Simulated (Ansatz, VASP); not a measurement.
GaAs: VASP beside Ansatz

INCAR

```
PREC = Accurate ; ENCUT = 520
EDIFF = 1E-6 ; ISMEAR = -1
SIGMA = 0.05 ; LREAL = False
LASPH = True ; NELM = 100
ALGO = Normal ; ISIF = 2
LWAVE = False ; LCHARG = False
GGA = PE ; NBANDS = 16
```

KPOINTS

```
Automatic mesh
0
Gamma
  9 9 9
```

POSCAR

```
GaAs
1.0
    0.0000000000      2.7137440965      2.7137440965
    2.7137440965      0.0000000000      2.7137440965
    2.7137440965      2.7137440965      0.0000000000
Ga As
1 1
Direct
    0.0000000000      0.0000000000      0.0000000000
    0.5000000000      0.5000000000      0.5000000000
```

File input.yaml:

```yaml
crystal:
  lattice:
    - [0.0, 2.7137440965, 2.7137440965]
    - [2.7137440965, 0.0, 2.7137440965]
    - [2.7137440965, 2.7137440965, 0.0]
  atoms:
    - { symbol: Ga, position: [0.0, 0.0, 0.0] }
    - { symbol: As, position: [0.5, 0.5, 0.5] }
hamiltonian:
  xc: pbe
  pseudopotentials: { kind: paw }
kpoints:
  mp_grid: { grid: [9, 9, 9] }
scf:
  occupations: { method: fermi_dirac, width: 0.05 }
output:
  forces: true
  stress: true
  eigenvalues: true
```

The cell was built by a generator and needn't be a form met in nature.

Alike in both runs: task single point; functional PBE; k mesh 9 × 9 × 9; occupations fermi-dirac, width 0.05 eV; no spin polarisation.

|  | VASP | Ansatz |
| --- | --- | --- |
| version | VASP 6.6.1 | Ansatz 0.2.0 |
| potentials or method | VASP PAW PBE potentials, release 64 (Ga_d, As) | Ansatz PAW |
| plane-wave cutoff (eV) | 520 | 420 |
| valence electrons in the cell | 18 | 28 |

Ansatz gave:

```
gap on the k mesh at the Fermi level (eV) : none
pressure (GPa)                            : -1.3
```

**Question.** What did VASP give for the same quantities?

**Answer.** gap on the k mesh at the Fermi level (eV): none; pressure (GPa): -1.2.

A gap of «none» marks a metal or a gap that the smearing closes. The functional is the same, so the differences come from potentials, cutoffs and numerics. The two sets of potentials don't hold the same shells in valence.
